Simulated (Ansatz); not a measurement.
# What a change of settings does: Sr (omega type)

First run: DFT, PBE, all-electron PAW with datasets made for the crystal, scalar-relativistic (Ansatz 0.2.0).

Command: `ansatz run input.yaml --threads 1 --pin off --max-ram 3072MiB --backend cpu --events-out ev --progress --plain --runs-dir out` It took 4.2 s on 1 thread of Arm Neoverse V2, with other jobs on the host, peak memory 0.36 GiB.

```yaml
crystal:
  lattice:
    - [5.7436979118, 0.0, 0.0]
    - [-2.8718489559, 4.9741883033, 0.0]
    - [0.0, 0.0, 3.3757586497]
  atoms:
    - { symbol: Sr, position: [0.0, 0.0, 0.0] }
    - { symbol: Sr, position: [0.3333333333, 0.6666666667, 0.5] }
    - { symbol: Sr, position: [0.6666666667, 0.3333333333, 0.5] }
kpoints:
  mp_grid: { grid: [5, 5, 7] }
scf:
  occupations: { method: fermi_dirac, width: 0.1 }
hamiltonian:
  xc: pbe
  pseudopotentials: { kind: all_electron, datasets: crystal }
output:
  forces: true
  stress: true
  eigenvalues: true
```

The cell comes from a relaxation on PAW files under the same functional, begun from a prototype that needn't be the stable phase.

This run: volume at 0.58 of the series' base cell.

It converges in 7 SCF iterations at a pressure of 14.00 GPa.

A second input differs as follows:

```diff
   occupations: { method: fermi_dirac, width: 0.1 }
+  max_iter: 80
 hamiltonian:
-  xc: pbe
+  xc: gga
   pseudopotentials: { kind: all_electron, datasets: crystal }
```

Task: What is wrong with it, and what does the program do?

Result: The change was made to test an unknown functional. The run is refused before any iteration. The log ends:
```
Error: YAML parse error: error: line 16 column 7: hamiltonian.xc: unknown variant `gga`, expected one of `lda`, `lda-pw`, `pw92`, `pbe`, `pbesol`, `rpbe`, `revpbe`, `blyp`, `pbe0`, `revpbe0`, `b3lyp`, `b3lyp5`, `hse06`, `wpbeh`, `hiss`, `lc_wpbe`, `cam_b3lyp`, `hf`, `r2scan`, `r2scanh`, `r2scan0`, `r2scan50`, `mr2scan`
  --> <input>:16:7
   |
14 |   max_iter: 80
15 | hamiltonian:
16 |   xc: gga
   |       ^ hamiltonian.xc: unknown variant `gga`, expected one of `lda`, `lda-pw`, `pw92`, `pbe`, `pbesol`, `rpbe`, `revpbe`, `blyp`, `pbe0`, `revpbe0`, `b3lyp`, `b3lyp5`, `hse06`, `wpbeh`, `hiss`, `lc_wpbe`, `cam_b3lyp`, `hf`, `r2scan`, `r2scanh`, `r2scan0`, `r2scan50`, `mr2scan`
17 |   pseudopotentials: { kind: all_electron, datasets: crystal }
18 | output:
   |
```
